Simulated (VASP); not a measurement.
The system is KCl (Sylvite).

```
K Cl
1.0
     0.00000    3.14647    3.14647
     3.14647    0.00000    3.14647
     3.14647    3.14647    0.00000
K Cl
1 1
Direct
  0.00000 0.00000 0.00000
  0.50000 0.50000 0.50000
```

```yaml
Program: VASP 6.6.1
Task: relaxation of cell and atoms
Functional: PBE
Potentials_or_basis: VASP PAW PBE potentials, release 64 (K_pv, Cl)
Cutoff: 300 eV
k_mesh: 4 × 4 × 4
Occupations: gaussian, width 0.03 eV
Spin: no spin polarisation
```

At the start: pressure 1.0 GPa; volume 31.15 Å³/atom.

Task: Where does the relaxation end?

Result: Over 3 steps the energy falls by 4.1 meV/atom and the volume is 32.64 Å³/atom (+4.8 %); space group Fm-3m (No. 225, to 0.05 Å).

The path:
| step | energy change (eV) | largest force (eV/Å) | pressure (GPa) | volume (Å³) |
| --- | --- | --- | --- | --- |
| 1 | 0.0000 | 0.0000 | 0.96 | 62.30 |
| 2 | -0.0070 | 0.0000 | 0.36 | 64.01 |
| 3 | -0.0083 | 0.0000 | -0.03 | 65.28 |

Final structure:
```
CELL_PARAMETERS angstrom
0.00000 3.19585 3.19585
3.19585 0.00000 3.19585
3.19585 3.19585 0.00000
ATOMIC_POSITIONS crystal
K 0.00000 0.00000 0.00000
Cl 0.50000 0.50000 0.50000
```

Caveat: the k mesh is coarse (spacing up to 0.43 Å⁻¹), so the values aren't converged; the cutoff is under 1.25 times the usual one of these potentials, so pressure, stress and relaxed cells hold a basis-set (Pulay) error.
